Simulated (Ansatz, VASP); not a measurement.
# SiO2: VASP beside Ansatz

```xyz
6
Lattice="-2.4505 2.4505 3.7816 2.4505 -2.4505 3.7816 2.4505 2.4505 -3.7816" Properties=species:S:1:pos:R:3 pbc="T T T"
Si    0.0000    0.0000    0.0000
Si    0.0000    2.4505    1.8908
O     1.2253    2.9015    2.8362
O     0.4510    1.2253    0.9454
O    -1.2253    1.9996    2.8362
O    -0.4510    3.6758    0.9454
```

Change from the starting cell: strain -0.025 along x and y, +0.025 along z, atoms carried along.

Alike in both runs: task single point; functional PBE; k mesh 6 × 6 × 6; occupations gaussian, width 0.05 eV; no spin polarisation.

```csv
,VASP,Ansatz
version,VASP 6.6.1,Ansatz 0.2.0
potentials or method,"VASP PAW PBE potentials, release 64 (Si, O)","scalar-relativistic, plane waves, PAW"
plane-wave cutoff (eV),520,420
valence electrons in the cell,32,32
```

VASP gave:

```
gap on the k mesh at the Fermi level (eV)       : 5.82
least direct gap on the mesh (eV)               : 5.82
pressure (GPa)                                  : 4.2
largest component of the traceless stress (GPa) : 1.82
rms of the force components (eV/Å)              : 0.145
```

Problem. Estimate Ansatz's values.

Solution. gap on the k mesh at the Fermi level (eV): 5.82; least direct gap on the mesh (eV): 5.82; pressure (GPa): 4.0; largest component of the traceless stress (GPa): 1.86; rms of the force components (eV/Å): 0.147.

Atom by atom the forces differ by 0.001 eV/Å (rms over components). The functional is the same, so the differences come from potentials, cutoffs and numerics.

A k mesh can miss the band edges.
